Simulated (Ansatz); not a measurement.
Computed with DFT PBE, scalar-relativistic, plane waves, PAW in Ansatz 0.2.0. All cells share a 420 eV cutoff and Γ-centred k meshes spaced at most about 0.3 Å⁻¹ (about 0.25 or finer for metals, 2π included). No spin polarisation.

These are static total energies at zero pressure.

Compare these two cells of Si3Se2, each relaxed at this level.

A.

```xyz
5
Lattice="1.7548 1.0132 9.9722 -1.7548 1.0132 9.9722 0.0000 -2.0263 9.9722" Properties=species:S:1:pos:R:3 pbc="T T T"
Si    0.0000    0.0000   14.9583
Si    0.0000    0.0000   26.5091
Si    0.0000    0.0000    3.4075
Se    0.0000    0.0000    7.9902
Se    0.0000    0.0000   21.9264
```

B.

```xyz
5
Lattice="-1.8727 1.8727 9.5928 1.8727 -1.8727 9.5928 1.8727 1.8727 -9.5928" Properties=species:S:1:pos:R:3 pbc="T T T"
Si    1.8727    0.0000    8.2060
Si    1.8727    0.0000    1.3868
Si    0.0000    0.0000    0.0000
Se    0.0000    0.0000    6.7669
Se    0.0000    0.0000   12.4186
```

Problem. Which form is favoured at zero pressure, and by what margin per atom?

Solution. B is lower, by 163 meV/atom. A has space group R-3m (No. 166), 21.3 Å³/atom and no gap on its mesh; B has space group I-4m2 (No. 119), 26.9 Å³/atom and no gap. Counting Se atoms around Si (those within 1.25 times the shortest such distance or 1.15 times the sum of covalent radii, 1.27 where that leaves under three; the shortest distance is added where it exceeds 1.18 times the sum of covalent radii; a slash parts the counts of unlike sites), A has Si 3/6 from 3.6 Å and B has Si 2/8 from 3.9 Å. B holds Si–Si nets (shortest 2.33 Å); in A the shortest Si–Si distance is 2.57 Å, near bonding range too. In A, Si on a site of symmetry -3m is surrounded by 6 Si at 2.57 Å; around Si on a site of symmetry 3m lie 3 Se at 2.48 Å and 3 Si at 2.57 Å; Se is surrounded by 3 Si at 2.48 Å. In B, Si on a site of symmetry 2mm has 2 Si at 2.33 Å and 2 Se at 2.36 Å; Si on a site of symmetry -4m2 is surrounded by 4 Si at 2.33 Å; around Se lie 2 Si at 2.36 Å. Both come from invented guesses.

Weakly bound directions are ill-defined at this level, which has no dispersion term (R-3m, I-4m2), and this can change margins and order among such cells. Cells relaxed within their symmetry can be saddle points.
